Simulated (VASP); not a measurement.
# Ge: relaxation of the cell, by functional

Ge, Fd-3m (no. 227), 2 atoms in the cell.

| Functional | Volume (A^3) | Pressure left (GPa) | Ionic steps | SCF steps in all | Time (s) |
|---|---|---|---|---|---|
| TH-FL | 44.041 | -0.02 | 3 | 28 | 50 |
| mPWPW | 47.846 | -0.03 | 3 | 30 | 66 |
| r4SCAN | 45.431 | 0.05 | 2 | 69 | 566 |
| OLYP | 48.194 | 0.02 | 3 | 31 | 68 |

## Input of the first row

INCAR:
```
PREC = Accurate
ENCUT = 600
EDIFF = 1E-7
ISMEAR = 0
SIGMA = 0.02
LREAL = F
LASPH = T
ALGO = Normal
NELM = 100
ISIF = 3
LWAVE = F
LCHARG = F
IBRION = 2
NSW = 40
EDIFFG = -0.01
GGA_COMPAT = F
GGA = LIBXC
LIBXC1 = GGA_XC_TH_FL
```

KPOINTS:
```
k-points
0
Gamma
  7 7 7
```

POSCAR:
```
Ge
1.0
    0.0000000000      2.8289100000      2.8289100000
    2.8289100000      0.0000000000      2.8289100000
    2.8289100000      2.8289100000      0.0000000000
Ge
2
Direct
    0.7500000000      0.7500000000      0.7500000000
    0.5000000000      0.5000000000      0.5000000000
```

Commands:
```
cat potpaw_PBE.64/Ge_d/POTCAR > POTCAR
mpirun -np 1 vasp_std > vasp.out
```

Changes of the last row against the first:
```
- LIBXC1 = GGA_XC_TH_FL
+ LIBXC1 = GGA_X_OPTX
+ LIBXC2 = GGA_C_LYP
```

VASP 6.6.1 took 50 s on 1 core (Intel Xeon Platinum 8259CL @ 2.50GHz (Skylake/Cascade Lake)), a shared host.
